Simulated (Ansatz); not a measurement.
Starting cell, CaF2 (fluorite):

```
CaF2
1.0
    0.00000     5.51096     5.51096
    2.75548     0.00000     2.75548
    2.75548     2.75548     0.00000
Ca F
2 4
Direct
  0.00000   0.00000   0.00000
  0.50000   0.00000   0.00000
  0.12500   0.25000   0.25000
  0.62500   0.25000   0.25000
  0.37500   0.75000   0.75000
  0.87500   0.75000   0.75000
```

The atoms are displaced by Q × the pattern below (from a DFPT mode at L = (0.5, 0.0, 0.0), largest move 1; Q in Å), at fixed cell. It is one choice among 2 degenerate patterns. (q is in reciprocal vectors of the primitive cell; the cell shown is doubled to hold the pattern.)

| atom | x | y | z |
|---|---|---|---|
| Ca1 | 0.285 | -0.520 | 0.805 |
| Ca2 | -0.285 | 0.520 | -0.805 |
| F3 | 0.139 | -0.253 | 0.391 |
| F4 | -0.139 | 0.253 | -0.391 |
| F5 | -0.139 | 0.253 | -0.391 |
| F6 | 0.139 | -0.253 | 0.391 |

All values below come from PBE (plane waves to 420 eV, PAW, scalar-relativistic; Ansatz, a program for electronic structure). k mesh 5×10×10 (Γ-centred), Fermi-Dirac smearing 0.05 eV. CaF2 was relaxed with its symmetry unable to fall. 

```
Q (Å)   −dE/dQ from forces (eV/Å)
------  -------------------------
-0.180                      1.229
-0.150                      1.021
-0.120                      0.815
-0.090                      0.610
-0.060                      0.406
-0.030                      0.203
0.000                       0.000
0.030                      -0.203
0.060                      -0.406
0.090                      -0.610
0.120                      -0.815
0.150                      -1.021
0.180                      -1.229
```

### Question
What harmonic wavenumber does the curvature at Q = 0 give?

### Answer
137 cm⁻¹. E″ = 6.76 eV/Å², M = Σ mᵢ|uᵢ|² = 98.1 u, ν̃ = 521.5·√(|E″|/M).

(For displaced atoms, the force is minus the slope of the energy, and its curvature is a force constant, which sets phonon frequencies.)
